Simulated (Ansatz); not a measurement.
**CO2: O-17 NMR of the central transition**

Cell: a computed structure from the Materials Project (it need not be an observed phase), atoms as given.

Space group Pna2_1 (No. 33); a = 10.9947, b = 3.7668, c = 5.5833 Å.

| site | Wyckoff | site symmetry | x | y | z |
| --- | --- | --- | --- | --- | --- |
| C | 4a | 1 | 0.6638 | 0.2373 | 0.1023 |
| O5 | 4a | 1 | 0.5654 | 0.3277 | 0.0486 |
| O9 | 4a | 1 | 0.7625 | 0.1467 | 0.1571 |

One atom of each set is listed.

Level of theory: DFT, r2SCAN, plane waves and PAW, scalar-relativistic, 500 eV cutoff, Γ-centred 2×6×4 k-points, Fermi–Dirac smearing 0.02 eV (Ansatz 0.2.0).

O-17 has I = 5/2 and Q = -25.58 mb (Pyykkö 2018); at 16.4 T its Larmor frequency is ν₀ = 94.7 MHz. Only the quadrupole interaction is simulated: positions count from each site's isotropic chemical shift, and J coupling is left out, as are shift anisotropy and dipolar coupling, which fast spinning averages.

Question: What does the O-17 spectrum (fast magic-angle spinning) show for each site?

Answer: 

```csv
site,first shell,C_Q (MHz),η,P_Q (MHz),δ_QIS (ppm),breadth (kHz)
O5,1 C at 1.17 Å,-4.63,0.06,4.63,-14.4,2.97
O9,1 C at 1.18 Å,-5.04,0.03,5.04,-17.0,3.48
```

δ_QIS = −(ν_Q²/30ν₀²)[I(I+1) − 3/4](1 + η²/3) × 10⁶ ppm with ν_Q = 3|C_Q|/[2I(2I−1)]; it falls as 1/B₀² in ppm, and the breadth as 1/B₀ in kHz.

At O5 and O9 V_zz points along its bond to C (within 1°) in each case.

At this cell the r2SCAN pressure is -3 GPa (principal stresses up to 8 GPa in size), so with r2SCAN the cell would shrink if it were relaxed. The entry's cell may itself be off. The largest force is 1.5 eV/Å, so the atoms aren't at the calculated equilibrium and relaxing them would move these values.
